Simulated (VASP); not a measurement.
A run of VASP 6.6.1:

File INCAR:

```
SYSTEM = Au
  PREC = Accurate
  ENCUT = 520
  EDIFF = 1E-7
  ISMEAR = 0
  SIGMA = 0.1
  LREAL = .False.
  LASPH = .True.
  NELM = 60
  ALGO = Normal
  ISIF = 2
  LWAVE = .False.
  LCHARG = .True.
  GGA = PE
  LELF = .True.
  LVHAR = .True.
  NBANDS = 48
```

File KPOINTS:

```
Automatic mesh
0
Gamma
  3 3 3
  0 0 0
```

The input POSCAR:

```
Au
1.0
    0.0000000000      4.1384880000      4.1384880000
    4.1384880000      0.0000000000      4.1384880000
    4.1384880000      4.1384880000      0.0000000000
Au
7
Direct
    0.0006371892      0.0004453317     -0.0021017338
    0.0008423366      0.5005509258     -0.0021551349
    0.0008536934      1.0003573769      0.4979671320
    0.5003972465      0.0005137142     -0.0020884439
    0.5009892502      0.0003361131      0.4978426904
    0.5009803097      0.5004397741     -0.0022672532
    0.5007746791      0.5004789189      0.4978330250
```

Potentials or basis: VASP PAW PBE potentials, release 64 (Au).

Launch:

```console
$ cat potpaw_PBE.64/Au/POTCAR > POTCAR
$ mpirun -np 1 vasp_std > vasp.out
```

Hardware: 1 thread of Intel(R) Xeon(R) Platinum 8488C (Sapphire Rapids), on a shared host.

Problem. Estimate the wall time of this run.

Solution. It took 64 s on 1 thread of Intel(R) Xeon(R) Platinum 8488C (Sapphire Rapids) (shared host), peak memory 0.34 GiB. Counts: scf iterations 14, k points 14.
